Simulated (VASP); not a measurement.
## Input and output of a VASP PBE single-point calculation on WSe₂ (distorted fluorite)

INCAR

```
PREC = Accurate
IBRION = -1
LREAL = .FALSE.
EDIFF = 1E-7
LWAVE = .FALSE.
LCHARG = .FALSE.
ISMEAR = -1
ISIF = 2
LASPH = .TRUE.
NBANDS = 20
NELM = 120
NSW = 0
SIGMA = 0.02
ENCUT = 520
GGA = PE
```

KPOINTS

```
KPOINTS created by Atomic Simulation Environment
0
Gamma
6 6 6
0 0 0
```

POSCAR

```
W  Se
 1.0000000000000000
    -0.1065000000000000    3.1703000000000001    3.0983999999999998
     2.9331000000000000    0.0782000000000000    2.9138000000000002
     3.0548000000000002    3.1074000000000002   -0.0435000000000000
 W   Se
   1   2
Cartesian
  3.0577483200000000  3.0981700000000001 -0.0015139900000000
  1.5310070100000002  1.6227655900000002  1.4843273200000002
  4.4098214800000006  4.8624236700000001  4.4932587799999997
```

VASP ran with the recommended PBE PAW datasets (26 valence electrons in the cell).

Command

```
mpirun -np 1 vasp_std
```

From OUTCAR

```
k-points           NKPTS =    112   k-points in BZ     NKDIM =    112   number of bands    NBANDS=     20

   NELECT =      26.0000    total number of electrons

   dimension x,y,z NGX =    36 NGY =   32 NGZ =   32
   dimension x,y,z NGXF=    72 NGYF=   64 NGZF=   64

  energy-cutoff  :      520.00
  volume of cell :       57.09
      direct lattice vectors                 reciprocal lattice vectors
    -0.106500000  3.170300000  3.098400000    -0.158663220  0.158153869  0.155469647
     2.933100000  0.078200000  2.913800000     0.171067475 -0.165715783  0.175441335
     3.054800000  3.107400000 -0.043500000     0.157569843  0.164627586 -0.163031774

 k-points in reciprocal lattice and weights: KPOINTS created by Atomic Simulation Env
   0.00000000  0.00000000  0.00000000       0.005
   0.16666667  0.00000000 -0.00000000       0.009
   0.33333333  0.00000000  0.00000000       0.009
   0.50000000  0.00000000 -0.00000000       0.005
  -0.00000000  0.16666667  0.00000000       0.009
   0.16666667  0.16666667 -0.00000000       0.009
   0.33333333  0.16666667 -0.00000000       0.009
   0.50000000  0.16666667 -0.00000000       0.009
   ...

 E-fermi :   7.2621

 k-point     1 :       0.0000    0.0000    0.0000
  band No.  band energies     occupation
      1     -66.8063      2.00000
      2     -31.0684      2.00000
      3     -31.0430      2.00000
      4     -31.0351      2.00000
      5      -8.7214      2.00000
      6      -4.1966      2.00000
      7       1.0762      2.00000
      8       1.1657      2.00000
      9       1.2478      2.00000
     10       5.9855      2.00000
     11       6.3020      2.00000
     12       6.8065      2.00000
     13       6.8837      2.00000
     14       7.1704      1.97980
     15      10.9308      0.00000
     16      11.1474      0.00000
     17      11.3863      0.00000
     18      11.8734      0.00000
     19      11.9817      0.00000
     20      12.4147      0.00000

 k-point     2 :       0.1667    0.0000   -0.0000
  band No.  band energies     occupation
      1     -66.8062      2.00000
      2     -31.0718      2.00000
      3     -31.0439      2.00000
      4     -31.0356      2.00000
      5      -8.4841      2.00000
      6      -4.6793      2.00000
      7       1.2721      2.00000
      8       1.3426      2.00000
      9       1.9009      2.00000
     10       5.2318      2.00000
     11       5.4958      2.00000
     12       6.0542      2.00000
     13       7.3525      0.02155
     14       7.4211      0.00071
     15       9.0987      0.00000
     16      11.1011      0.00000
     17      11.3884      0.00000
     18      12.7753      0.00000
     19      13.1061      0.00000
     20      13.5362      0.00000

 k-point     3 :       0.3333    0.0000    0.0000
  band No.  band energies     occupation
      1     -66.8062      2.00000
      2     -31.0790      2.00000
      3     -31.0454      2.00000
      4     -31.0367      2.00000
      5      -7.8553      2.00000
      6      -5.6166      2.00000
      7       1.5900      2.00000
      8       1.7222      2.00000
      9       3.1867      2.00000
     10       4.2771      2.00000
     11       4.7134      2.00000
     12       4.8123      2.00000
     13       7.1214      1.99825
     14       7.1859      1.95664
     15       8.2821      0.00000
     16      11.5266      0.00000
     17      11.5997      0.00000
     18      13.7306      0.00000
     19      14.3411      0.00000
     20      15.0281      0.00000

 k-point     4 :       0.5000    0.0000   -0.0000
  band No.  band energies     occupation
      1     -66.8061      2.00000
      2     -31.0827      2.00000
      3     -31.0461      2.00000
      4     -31.0373      2.00000
      5      -7.2912      2.00000
      6      -6.2770      2.00000
      7       1.7617      2.00000
      8       1.9427      2.00000
      9       3.5102      2.00000
     10       3.9609      2.00000
     11       4.4695      2.00000
     12       4.5296      2.00000
     13       6.7816      2.00000
     14       6.8543      2.00000
     15       8.2835      0.00000
     16      11.8311      0.00000
     17      11.8851      0.00000
     18      13.9847      0.00000
     19      14.6812      0.00000
     20      15.3147      0.00000

 k-point     5 :      -0.0000    0.1667    0.0000
  band No.  band energies     occupation
      1     -66.8062      2.00000
      2     -31.0706      2.00000
      3     -31.0442      2.00000
      4     -31.0409      2.00000
      5      -8.4076      2.00000
      6      -4.7259      2.00000
      7       1.3047      2.00000
      8       1.4072      2.00000
      9       2.1101      2.00000
     10       4.9397      2.00000
     11       5.1505      2.00000
     12       5.3704      2.00000
     13       7.7089      0.00000
     14       8.0620      0.00000
     15       9.8801      0.00000
     16      10.4108      0.00000
     17      10.8538      0.00000
     18      12.4870      0.00000
     19      12.7526      0.00000
     20      13.2943      0.00000

 k-point     6 :       0.1667    0.1667   -0.0000
  band No.  band energies     occupation
      1     -66.8062      2.00000
      2     -31.0697      2.00000
      3     -31.0452      2.00000
      4     -31.0415      2.00000
      5      -8.3413      2.00000
      6      -4.8414      2.00000
      7       1.2252      2.00000
      8       1.3478      2.00000
      9       2.5324      2.00000
     10       3.7810      2.00000
     11       6.0358      2.00000
     12       6.4832      2.00000
     13       6.9728      2.00000
     14       7.4037      0.00169
     15       9.9230      0.00000
     16      10.1471      0.00000
     17      11.1911      0.00000
     18      11.7477      0.00000
     19      13.2687      0.00000
     20      14.4420      0.00000

 k-point     7 :       0.3333    0.1667   -0.0000
  band No.  band energies     occupation
      1     -66.8061      2.00000
      2     -31.0745      2.00000
      3     -31.0472      2.00000
      4     -31.0423      2.00000
      5      -7.8538      2.00000
      6      -5.4764      2.00000
      7       1.3821      2.00000
      8       1.4396      2.00000
      9       2.6054      2.00000
     10       3.9450      2.00000
     11       5.4880      2.00000
     12       5.8108      2.00000
     13       6.7617      2.00000
     14       7.4996      0.00001
     15       8.9882      0.00000
     16      10.4862      0.00000
     17      11.5292      0.00000
     18      12.5657      0.00000
     19      14.1993      0.00000
     20      15.7487      0.00000

 k-point     8 :       0.5000    0.1667   -0.0000
  band No.  band energies     occupation
      1     -66.8061      2.00000
      2     -31.0803      2.00000
      3     -31.0478      2.00000
      4     -31.0430      2.00000
      5      -7.1748      2.00000
      6      -6.1983      2.00000
      7       1.3451      2.00000
      8       1.7869      2.00000
      9       2.0516      2.00000
     10       4.4801      2.00000
     11       5.0234      2.00000
     12       5.2851      2.00000
     13       6.9800      2.00000
     14       7.5227      0.00000
     15       8.4793      0.00000
     16      11.1357      0.00000
     17      11.4404      0.00000
     18      13.1546      0.00000
     19      14.7035      0.00000
     20      16.3191      0.00000

 k-point     9 :      -0.3333    0.1667   -0.0000
  band No.  band energies     occupation
      1     -66.8061      2.00000
      2     -31.0811      2.00000
      3     -31.0467      2.00000
      4     -31.0426      2.00000
      5      -7.3662      2.00000
      6      -5.9880      2.00000
      7       1.1599      2.00000
      8       2.0971      2.00000
      9       2.4686      2.00000
     10       3.6855      2.00000
     11       4.6772      2.00000
     12       5.7809      2.00000
     13       6.8788      2.00000
     14       7.6117      0.00000
     15       8.7248      0.00000
     16      10.9663      0.00000
     17      11.4915      0.00000
     18      13.0311      0.00000
     19      14.9535      0.00000
     20      15.0561      0.00000

 k-point    10 :      -0.1667    0.1667   -0.0000
  band No.  band energies     occupation
      1     -66.8061      2.00000
      2     -31.0763      2.00000
      3     -31.0451      2.00000
      4     -31.0414      2.00000
      5      -8.0321      2.00000
      6      -5.2343      2.00000
      7       1.1564      2.00000
      8       1.8009      2.00000
      9       3.2102      2.00000
     10       3.7093      2.00000
     11       4.0269      2.00000
     12       6.1010      2.00000
     13       7.1421      1.99506
     14       8.0202      0.00000
     15       9.2347      0.00000
     16      10.1701      0.00000
     17      11.5169      0.00000
     18      12.7894      0.00000
     19      13.2971      0.00000
     20      14.9051      0.00000

 ...

  Total        3.3082983      2.6694896      3.3759052     -0.2594269     -1.6537331      1.8946748
  in kB       92.8477686     74.9195289     94.7451637     -7.2808449    -46.4122083     53.1742653
  external PRESSURE =      87.5041537 kB  Pullay stress =       0.0000000 kB

 POSITION                                       TOTAL-FORCE (eV/Angst)
 -----------------------------------------------------------------------------------
      3.05775      3.09817     -0.00151        -0.141563      0.529100     -0.329612
      1.53101      1.62277      1.48433        -0.751131      0.743427      0.022315
      4.40982      4.86242      4.49326         0.892695     -1.272527      0.307297
 -----------------------------------------------------------------------------------
    total drift:                                0.000022     -0.000070      0.000016

  FREE ENERGIE OF THE ION-ELECTRON SYSTEM (eV)
  ---------------------------------------------------
  free  energy   TOTEN  =       -18.9662444912 eV

  energy  without entropy=      -18.9608894757  energy(sigma->0) =      -18.96356698
```

- gap between bands v and c on the k mesh: -0.88 eV (bands overlap: a metal)
- least direct gap on the k mesh: 0.02 eV
- pressure: 8.8 GPa
- largest force: 1.58 eV/Å

Band v is the last that the valence electrons fill when counted band by band, and c is the next.

The run took about 2.3 min on one core of a shared host (Intel Xeon Platinum 8488C) and held 0.26 GiB at most.
